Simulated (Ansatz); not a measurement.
PbO2 in Ansatz: the effect of functional

PbO2:

```
CELL_PARAMETERS angstrom
0.00000 2.66547 2.66547
2.66547 0.00000 2.66547
2.66547 2.66547 0.00000
ATOMIC_POSITIONS crystal
Pb 0.00000 0.00000 0.00000
O 0.75000 0.75000 0.75000
O 0.25000 0.25000 0.25000
```

The cell comes from a database or a generator and needn't be the stable form of this composition.

The cell isn't the ideal one: volume scaled by 0.96.

Alike in all runs:

- Program: Ansatz 0.2.0
- Task: single point
- Potentials or basis: Ansatz PAW
- k mesh: 9 × 9 × 9
- Occupations: fermi-dirac, width 0.05 eV
- Spin: no spin polarisation

Q: One run gave: pressure -4.6 GPa. Which functional did it use?
A. PBEsol
B. LDA
C. r2SCAN

A: B.

```tsv
functional	cutoff	pressure (GPa)
LDA	420 eV (not typed: the program's choice for these potentials)	-4.6
PBEsol	420 eV (not typed: the program's choice for these potentials)	0.0
r2SCAN	500 eV (not typed: the program's choice for these potentials)	-1.0
```

Caveats: the PAW data sets come from PBE, with cores solved anew for the run's functional, which leaves a small shift of forces and pressure.
